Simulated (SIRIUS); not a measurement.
Runs of SIRIUS 7.10.0 on W. It takes space group Im-3m (No. 229, cubic). The conventional cell has a = 3.165 Å, b = 3.165 Å, c = 3.165 Å, α = 90.00°, β = 90.00°, γ = 90.00°. Around W (site symmetry m-3m) lie 8 W at 2.74 Å. 

| task | level | cell | k mesh | optimizer | fmax | max steps | target pressure | gap on the mesh (eV) | pressure (GPa) | relaxed volume (Å³/atom) |
| --- | --- | --- | --- | --- | --- | --- | --- | --- | --- | --- |
| single point | PBEsol | as given | 12 × 12 × 12 | - | - | - | - | none | (a) | - |
| relaxation of cell and atoms | PBE+D3(BJ) | relaxed | 8 × 8 × 8 | BFGS | 0.02 eV/Å | 30 | 0 GPa | none | 0.0 | 15.79 |
| single point | LDA | as given | 12 × 12 × 12 | - | - | - | - | none | (b) | - |
| relaxation of cell and atoms | PBE+D3 | relaxed | 8 × 8 × 8 | BFGS | 0.02 eV/Å | 30 | 0 GPa | none | 0.0 | 15.77 |
| relaxation of cell and atoms | PBE+D4 | relaxed | 8 × 8 × 8 | BFGS | 0.02 eV/Å | 30 | 0 GPa | none | 0.0 | 15.81 |
| relaxation of cell and atoms | PBE | relaxed | 8 × 8 × 8 | BFGS | 0.02 eV/Å | 30 | 0 GPa | none | 0.0 | 16.15 |

Alike in all rows: potentials or basis PseudoDojo 0.4.1 PBE standard (scalar relativistic); no spin polarisation; cutoff (eV) 1030; smearing fermi-dirac 0.05 eV.

Q: Fill in the values left out.

A: (a) -2.1; (b) -7.5.

Caveats: pairwise dispersion overbinds metals, which lowers pressure and volume (some runs); the potentials were made for another functional, which shifts forces and pressure (some runs).

A k mesh can miss the band edges, and the runs leave out spin-orbit coupling on W.

A gap of «none» marks a metal or a gap under the smearing width.
